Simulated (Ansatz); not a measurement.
# Co (P-3m1) in Ansatz: notebook

One crystal, Co, is run at these levels: LDA; tasks: single point, equation of state.

Program: Ansatz 0.2.0. These are calculated values, not measurements. Logs are shortened: lines on timing, memory, paths and dates and some standing lists are left out, and cuts for length are marked.

### 1 The crystal as given

Symmetry: P-3m1, No. 164, trigonal system. The conventional cell has a = 2.487 Å, b = 2.487 Å, c = 4.063 Å, α = 90.00°, β = 90.00°, γ = 120.00°. Co (site symmetry 3m) has 12 Co at 2.42 to 2.55 Å as nearest neighbours.

### 2 Single point, LDA, collinear spin, ferromagnetic start, 10.23 Å³/atom (volume scaled by 0.94)

Contents of input.yaml:

```yaml
crystal:
  lattice:
    - [2.4365880777, 0.0, 0.0]
    - [-1.2182940388, 2.1101471738, 0.0]
    - [0.0, 0.0, 3.9803419532]
  atoms:
    - { symbol: Co, position: [0.3333333333, 0.6666666667, 0.740139], spin: 2.0 }
    - { symbol: Co, position: [0.6666666667, 0.3333333333, 0.259861], spin: 2.0 }
kpoints:
  mp_grid: { grid: [12, 12, 7] }
scf:
  occupations: { method: fermi_dirac, width: 0.05 }
hamiltonian:
  xc: lda
  pseudopotentials: { kind: all_electron, lapw: { basis_error: 0.001 } }
magnetization:
  spin_polarized: true
output:
  forces: true
  stress: true
  eigenvalues: true
```

Potentials or basis: all-electron LAPW, scalar-relativistic.

The run is started by

```console
> ansatz run input.yaml --threads 2 --pin off --max-ram 6144MiB --backend cpu --events-out ev --progress --plain --runs-dir out
```

What it wrote:

```text
Warning: RAYON_NUM_THREADS=2 ignored (pool sized by the plan → 2); use --threads N
LAPW: plane waves up to 9.506 Å⁻¹, error target 1.0e-3 eV per atom; small_component_spin mean_spin; Co in spheres of 1.187 Å, 17 of its electrons in bands, Dirac shells [] (how accurate: hamiltonian.pseudopotentials.lapw.basis_error, Limitations)
Engine: ansatz 0.2.0, aarch64-unknown-linux-gnu
Pseudopotentials: kind: all_electron
Pseudopotential: Co, LAPW, valence charge 17, lapw/all_electron/scalar/gaussian/Co, Koelling and Harmon's equation, gaussian nucleus
Functional definition: SPW92
  exchange = slater_x
  correlation = pw_c
Crystal: 2 atoms, lattice volume = 20.465 Å³
Basis set: ecut = 344.29559514937307 eV, 313 PW (Γ), exchange–correlation at level 2
Bands: 23, of which v1, the nominal top of the filled ones, is band 17 counted from 1 (16 counted from 0)
Symmetry: 12 space group operations
Space group: P-3m1 (ITA 164), of the structure as read, at distance tolerance 2.7e-5 Å
Magnetic group: BNS 164.85 (UNI 1315), of the structure as read, at distance tolerance 2.7e-5 Å
k-points: 112 of 1008
Non-local potential: Co, projectors of the file, none
Initial density: superposition of atomic densities (chi_scale 0.1, normalization cell)
Starting moments: Σ|m| = 4 μB on 2 of 2 sites
Initial wavefunctions: plane waves of lowest kinetic energy (no species holds an atomic orbital)
Functional: x = slater, c = lda
iter 1 solved again at ethr=2.05e-4 eV; its pass at ethr=1.00e-1 eV (dr2=6.99e-2 eV) is discarded
SCF iter   1: F=—  HF=-75708.461337 eV  |F-HF|=—  |Δ(HF+E_count)|=         —  Δρ=2.42e-2 (↑2.40e-2 ↓2.42e-2)  dr2=6.99e-2  dr2_m=1.00e-1  M=3.081 μB ∫|m|=3.167 μB  β_m=0.30  ethr=2.05e-4  ⟨swp⟩=2.9  Hψ=37568  notcnv=0
Mixer restart at iter 1: flushing history
preconditioner: auto → none  [metal: Δε(μ)=0.014 eV  Ē_g=10.106 eV  σ=0.050 eV  W_gap=0.07  n_scr=2 (ndim 8)  ℏωp=34.8 eV  f_vac=0.000  D(μ)=1.95/eV (n_scr^D=22)  sad-step TF]
SCF iter   2: F=—  HF=-75708.512097 eV  |F-HF|=—  |Δ(HF+E_count)|=   5.08e-2  Δρ=1.77e-2 (↑1.69e-2 ↓1.77e-2)  dr2=4.64e-2  dr2_m=5.13e-2  M=3.064 μB ∫|m|=3.175 μB  β_m=0.52  ethr=2.05e-4  ⟨swp⟩=2.0  Hψ=14474  notcnv=0
SCF iter   3: F=—  HF=-75708.568622 eV  |F-HF|=—  |Δ(HF+E_count)|=   5.65e-2  Δρ=6.20e-3 (↑6.20e-3 ↓5.58e-3)  dr2=8.76e-3  dr2_m=4.58e-3  M=3.014 μB ∫|m|=3.180 μB  β_m=0.44  ethr=1.36e-4  ⟨swp⟩=3.0  Hψ=16399  notcnv=0
iter 4 solved again at ethr=1.31e-6 eV; its pass at ethr=2.58e-5 eV (dr2=4.44e-4 eV) is discarded
SCF iter   4: F=—  HF=-75708.562927 eV  |F-HF|=—  |Δ(HF+E_count)|=   5.70e-3  Δρ=1.42e-3 (↑1.07e-3 ↓1.42e-3)  dr2=4.48e-4  dr2_m=2.03e-4  M=3.015 μB ∫|m|=3.200 μB  β_m=0.49  ethr=1.31e-6  ⟨swp⟩=2.0  Hψ=25284  notcnv=0
SCF iter   5: F=—  HF=-75708.563751 eV  |F-HF|=—  |Δ(HF+E_count)|=   8.24e-4  Δρ=7.31e-4 (↑5.60e-4 ↓7.31e-4)  dr2=8.36e-5  dr2_m=6.08e-5  M=3.016 μB ∫|m|=3.206 μB  β_m=0.72  ethr=1.31e-6  ⟨swp⟩=2.4  Hψ=14332  notcnv=0
SCF iter   6: F=—  HF=-75708.564155 eV  |F-HF|=—  |Δ(HF+E_count)|=   4.04e-4  Δρ=1.49e-4 (↑1.45e-4 ↓1.49e-4)  dr2=8.32e-6  dr2_m=3.39e-6  M=3.017 μB ∫|m|=3.215 μB  β_m=0.84  ethr=2.46e-7  ⟨swp⟩=3.0  Hψ=15225  notcnv=0
SCF iter   7: F=—  HF=-75708.564163 eV  |F-HF|=—  |Δ(HF+E_count)|=   7.50e-6  Δρ=1.79e-5 (↑1.79e-5 ↓9.68e-6)  dr2=5.92e-8  dr2_m=2.92e-8  M=3.017 μB ∫|m|=3.216 μB  β_m=0.92  ethr=2.45e-8  ⟨swp⟩=2.3  Hψ=14295  notcnv=0
SCF iter   8: F=—  HF=-75708.564163 eV  |F-HF|=—  |Δ(HF+E_count)|=   4.63e-8  Δρ=2.62e-6 (↑1.45e-6 ↓2.62e-6)  dr2=2.26e-9  dr2_m=3.16e-10  M=3.017 μB ∫|m|=3.217 μB  β_m=0.82  ethr=1.74e-10  ⟨swp⟩=3.0  Hψ=15592  notcnv=0
SCF iter   9: F=-75708.564163 eV  HF=-75708.564163 eV  |F-HF|=2.33e-10  |Δ(HF+E_count)|=   3.68e-9  Δρ=5.88e-7 (↑1.87e-7 ↓5.88e-7)  dr2=4.84e-11  dr2_m=2.24e-11  M=3.017 μB ∫|m|=3.217 μB  ethr=6.64e-12  ⟨swp⟩=2.1  Hψ=14253  notcnv=0
SCF 1 converged in 9 iterations: F = -75708.564163 eV  dr2 = 4.84e-11
SCF converged after 9 iterations
Magnetization: 3.0170 μB (18.5085 up, 15.4915 down)
Absolute magnetization: 3.2167 μB (∫|ρ↑−ρ↓|)
Spin contamination: 0.0317 ħ² per cell (⟨S²⟩ above its minimum at these occupations)
Per-site moments (μB) at R_I (Å): [(1.5489931953811649, 1.1867467870194706), (1.5489931953811649, 1.1867467870194706)]
Free energy (F): -75708.564163 eV
Harris-Foulkes:  -75708.564163 eV  (|F-HF|=2.33e-10)
Internal energy: -75708.549871 eV  (E = F + TS)
E sigma→0 (E₀):  -75708.557017 eV
Entropy (-TS):   -0.014292 eV (-7.146 meV/atom)
Fermi energy:    20.008913 eV
--- Per-component energies (eV) ---
  E_band       = -436.907391
  E_kinetic    = 76799.473467
  E_xc         = -3121.293630
  E_electrostatic = -149386.729708  (all electrons and nuclei)
  E_smearing   = -0.014292  (= −TS)
  E_closure    = 0.000000  (closes the sum)
  E_atoms      = -75689.688605  (free atoms, spherical and without spin; not in F)
  Σ components = -75708.564163   (vs F -75708.564163, Δ=0.00e0)
  Basis errors (estimates in eV, not in F): energy 2.4e-4 per atom: plane waves 2.2e-4 (1.2e-4 summed), levels above the bands 2.0e-91, relativity 5.3e-9, radial functions 1.9e-5, core shells 3.8e-9; eigenvalues (radial functions only) 7.4e-7; not estimated: angular momenta, meshes, grids; target (lapw.basis_error) 1.0e-3; muffin-tin radii Co 1.187 Å
--- Forces (eV/Å), atoms counted from 1 ---
  atom   1  Co     0.00000000     0.00000000     0.62981581
  atom   2  Co    -0.00000000    -0.00000000    -0.62981581
  max |Σ_I F_I| component: 4.63e-18 eV/Å
--- Stress (GPa, compression-positive) ---
       -4.264129      -0.000000       0.000000
       -0.000000      -4.264129      -0.000000
        0.000000      -0.000000      -7.208313
  P = ⅓ Tr σ = -5.2455 GPa (-52.455 kbar)
--- Band table (eV; the first three rows and the last of 224) ---
  k-point 0 ↑: bands = ["-75.1695", "-75.0917", "-39.0200", "-38.6557", "-38.6557", "-38.6022", "-38.5956", "-38.5956", "10.6254", "14.5425", "17.3335", "17.4052", "17.4052", "17.7297", "17.7297", "18.2231", "18.2231", "19.4141", "19.4141", "19.7174", "26.6943", "42.3824", "45.4166"]
  k-point 1 ↑: bands = ["-75.1661", "-75.0951", "-39.0008", "-38.6531", "-38.6531", "-38.6220", "-38.5983", "-38.5983", "10.8372", "14.4923", "17.2697", "17.3559", "17.3559", "17.6791", "17.6791", "18.3434", "18.3434", "18.9893", "19.4011", "19.4011", "27.8433", "42.2532", "44.0712"]
  k-point 2 ↑: bands = ["-75.1569", "-75.1044", "-38.9479", "-38.6763", "-38.6460", "-38.6460", "-38.6053", "-38.6053", "11.4509", "14.2140", "17.0829", "17.2952", "17.2952", "17.5480", "17.5480", "17.8074", "18.6124", "18.6124", "19.3401", "19.3401", "30.4172", "40.4870", "42.7277"]
  k-point 111 ↓: bands = ["-73.2341", "-73.2341", "-37.1644", "-37.1644", "-37.1050", "-37.0538", "-36.8903", "-36.8903", "16.9452", "17.1712", "17.1712", "17.3590", "18.1301", "18.1301", "19.4832", "19.9568", "21.0923", "21.0923", "26.7811", "26.7811", "27.9183", "29.2302", "30.9404"]
```

Wall time 22 s (2 threads of Arm Neoverse V2, shared host); peak memory 0.61 GiB.

What came out:

```yaml
Free_energy: -75708.5642 eV
Pressure: -5.2 GPa
Largest_force: 0.630 eV/Å
Band_gap_on_the_k_mesh: none (metal or under the smearing width)
Net_moment: 3.02 μB per cell
Absolute_moment: 3.22 μB per cell
Site_moments: Co +1.55 μB
```

### 3 Single point, LDA, collinear spin, ferromagnetic start, 10.45 Å³/atom (volume scaled by 0.96)

Changes to input.yaml since step 2:

```diff
@@ -2,5 +2,5 @@
   lattice:
-    - [2.4365880777, 0.0, 0.0]
-    - [-1.2182940388, 2.1101471738, 0.0]
-    - [0.0, 0.0, 3.9803419532]
+    - [2.453747714, 0.0, 0.0]
+    - [-1.226873857, 2.1250078548, 0.0]
+    - [0.0, 0.0, 4.0083734539]
   atoms:
```

Potentials or basis: all-electron LAPW, scalar-relativistic.

The run is started by

```console
> ansatz run input.yaml --threads 2 --pin off --max-ram 6144MiB --backend cpu --events-out ev --progress --plain --runs-dir out
```

It took 21 s on 2 threads of Arm Neoverse V2, shared host; peak memory 0.61 GiB.

Results (log left out):

```yaml
Free_energy: -75708.5432 eV
Pressure: -10.1 GPa
Largest_force: 0.551 eV/Å
Band_gap_on_the_k_mesh: none (metal or under the smearing width)
Net_moment: 3.06 μB per cell
Absolute_moment: 3.27 μB per cell
Site_moments: Co +1.57 μB
```

### 4 Single point, LDA, collinear spin, ferromagnetic start, 10.67 Å³/atom (volume scaled by 0.98)

Changes to input.yaml since step 3:

```diff
@@ -2,5 +2,5 @@
   lattice:
-    - [2.453747714, 0.0, 0.0]
-    - [-1.226873857, 2.1250078548, 0.0]
-    - [0.0, 0.0, 4.0083734539]
+    - [2.4706706468, 0.0, 0.0]
+    - [-1.2353353234, 2.1396635445, 0.0]
+    - [0.0, 0.0, 4.0360182824]
   atoms:
```

The run is started by

```console
> ansatz run input.yaml --threads 2 --pin off --max-ram 6144MiB --backend cpu --events-out ev --progress --plain --runs-dir out
```

Run time: 21 s. Hardware: 2 threads of Arm Neoverse V2, shared host; peak memory 0.61 GiB.

Results (log left out):

- Free energy: -75708.5100 eV
- Pressure: -14.2 GPa
- Largest force: 0.476 eV/Å
- Band gap on the k mesh: none (metal or under the smearing width)
- Net moment: 3.12 μB per cell
- Absolute moment: 3.33 μB per cell
- Site moments: Co +1.60 μB

### 5 Single point, LDA, collinear spin, ferromagnetic start, 10.89 Å³/atom

Changes to input.yaml since step 4:

```diff
@@ -2,5 +2,5 @@
   lattice:
-    - [2.4706706468, 0.0, 0.0]
-    - [-1.2353353234, 2.1396635445, 0.0]
-    - [0.0, 0.0, 4.0360182824]
+    - [2.4873648738, 0.0, 0.0]
+    - [-1.2436824369, 2.1541211692, 0.0]
+    - [0.0, 0.0, 4.0632895034]
   atoms:
```

The run is started by

```console
> ansatz run input.yaml --threads 2 --pin off --max-ram 6144MiB --backend cpu --events-out ev --progress --plain --runs-dir out
```

It took 20 s on 2 threads of Arm Neoverse V2, shared host; peak memory 0.61 GiB.

The run converged. Its results:

- Free energy: -75708.4663 eV
- Pressure: -17.9 GPa
- Largest force: 0.406 eV/Å
- Band gap on the k mesh: none (metal or under the smearing width)
- Net moment: 3.17 μB per cell
- Absolute moment: 3.39 μB per cell
- Site moments: Co +1.63 μB

### 6 Single point, LDA, collinear spin, ferromagnetic start, 11.10 Å³/atom (volume scaled by 1.02)

Changes to input.yaml since step 5:

```diff
@@ -2,5 +2,5 @@
   lattice:
-    - [2.4873648738, 0.0, 0.0]
-    - [-1.2436824369, 2.1541211692, 0.0]
-    - [0.0, 0.0, 4.0632895034]
+    - [2.5038379689, 0.0, 0.0]
+    - [-1.2519189845, 2.1683872881, 0.0]
+    - [0.0, 0.0, 4.0901994896]
   atoms:
```

Potentials or basis: all-electron LAPW, scalar-relativistic.

The run is started by

```console
> ansatz run input.yaml --threads 2 --pin off --max-ram 6144MiB --backend cpu --events-out ev --progress --plain --runs-dir out
```

It took 21 s on 2 threads of Arm Neoverse V2, shared host; peak memory 0.61 GiB.

Results (log left out):

```yaml
Free_energy: -75708.4133 eV
Pressure: -21.1 GPa
Largest_force: 0.343 eV/Å
Band_gap_on_the_k_mesh: none (metal or under the smearing width)
Net_moment: 3.22 μB per cell
Absolute_moment: 3.44 μB per cell
Site_moments: Co +1.65 μB
```

### 7 Single point, LDA, collinear spin, ferromagnetic start, 11.32 Å³/atom (volume scaled by 1.04)

Changes to input.yaml since step 6:

```diff
@@ -2,5 +2,5 @@
   lattice:
-    - [2.5038379689, 0.0, 0.0]
-    - [-1.2519189845, 2.1683872881, 0.0]
-    - [0.0, 0.0, 4.0901994896]
+    - [2.5200971126, 0.0, 0.0]
+    - [-1.2600485563, 2.1824681195, 0.0]
+    - [0.0, 0.0, 4.1167599708]
   atoms:
```

The run is started by

```console
> ansatz run input.yaml --threads 2 --pin off --max-ram 6144MiB --backend cpu --events-out ev --progress --plain --runs-dir out
```

Run time: 21 s. Hardware: 2 threads of Arm Neoverse V2, shared host; peak memory 0.61 GiB.

It converged, with:

* Free energy: -75708.3518 eV
* Pressure: -24.0 GPa
* Largest force: 0.286 eV/Å
* Band gap on the k mesh: none (metal or under the smearing width)
* Net moment: 3.26 μB per cell
* Absolute moment: 3.49 μB per cell
* Site moments: Co +1.67 μB

### 8 Single point, LDA, collinear spin, ferromagnetic start, 11.54 Å³/atom (volume scaled by 1.06)

Changes to input.yaml since step 7:

```diff
@@ -2,5 +2,5 @@
   lattice:
-    - [2.5200971126, 0.0, 0.0]
-    - [-1.2600485563, 2.1824681195, 0.0]
-    - [0.0, 0.0, 4.1167599708]
+    - [2.5361491194, 0.0, 0.0]
+    - [-1.2680745597, 2.1963695652, 0.0]
+    - [0.0, 0.0, 4.1429820789]
   atoms:
```

The run is started by

```console
> ansatz run input.yaml --threads 2 --pin off --max-ram 6144MiB --backend cpu --events-out ev --progress --plain --runs-dir out
```

It took 21 s on 2 threads of Arm Neoverse V2, shared host; peak memory 0.61 GiB.

The run converged. Its results:

```
Free energy            : -75708.2830 eV
Pressure               : -26.6 GPa
Largest force          : 0.235 eV/Å
Band gap on the k mesh : none (metal or under the smearing width)
Net moment             : 3.29 μB per cell
Absolute moment        : 3.53 μB per cell
Site moments           : Co +1.69 μB
```

### 9 Equation of state, LDA, collinear spin, ferromagnetic start

Potentials or basis: all-electron LAPW, scalar-relativistic.

No new run: the results of the series are fitted here.

What came out:

| Quantity | Value |
| --- | --- |
| Equilibrium volume | 10.01 Å³/atom (rough: see the caveat) |
| Bulk modulus at fixed shape and positions | 258 GPa (rough) |

Energy against volume, from the lowest point:
```csv
volume (Å³/atom),energy (meV/atom)
10.233,0.00
10.450,10.50
10.668,27.08
10.886,48.93
11.103,75.45
11.321,106.16
11.539,140.60
```

Caveat: the minimum lies outside the volumes run; the cell was scaled at fixed shape and fractional positions, which overstates the stiffness of a crystal with free parameters, most of all of layers and chains.
